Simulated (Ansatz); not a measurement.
Crystal: Bi2TeSe2 (Skippenite).

```
Bi Te Se
1.0
     2.09150    1.20753    9.71233
    -2.09150    1.20753    9.71233
     0.00000   -2.41506    9.71233
Bi Te Se
2 1 2
Direct
  0.60194 0.60194 0.60194
  0.39806 0.39806 0.39806
  0.00000 0.00000 0.00000
  0.78840 0.78840 0.78840
  0.21160 0.21160 0.21160
```

Base run:

| Item | Value |
| --- | --- |
| Program | Ansatz 0.2.0 |
| Functional | LDA |
| Potentials or basis | Ansatz PAW |
| Cutoff | 420 eV |
| Density cutoff | 1680 eV |
| k mesh | 7 × 7 × 7 |
| Occupations | fermi-dirac, width 0.05 eV |
| Spin | no spin polarisation |

Its results: band gap on the k mesh 0.39 eV, direct; pressure 0.4 GPa; largest force 1.780 eV/Å.

Task: The run is repeated on the same cell with these changes: functional from LDA to r2SCAN; cutoff from 420 eV to 500 eV; density cutoff from 1680 eV to 2000 eV. What comes out?

Result: Band gap on the k mesh 0.75 eV, direct; pressure 3.8 GPa; largest force 2.040 eV/Å.

r2SCAN gives the wider gap, since meta-GGAs in the generalised Kohn-Sham scheme recover part of the derivative discontinuity.

Caveats: spin-orbit coupling is left out, which as a rule narrows the gap of such compounds by several tenths of an eV; the PAW data sets come from PBE, with cores solved anew for the run's functional, which leaves a small shift of forces and pressure; forces of over 1 eV/Å show positions far from the minimum, so gaps and moduli don't describe the material at rest.

Not every run made on this cell is shown here.
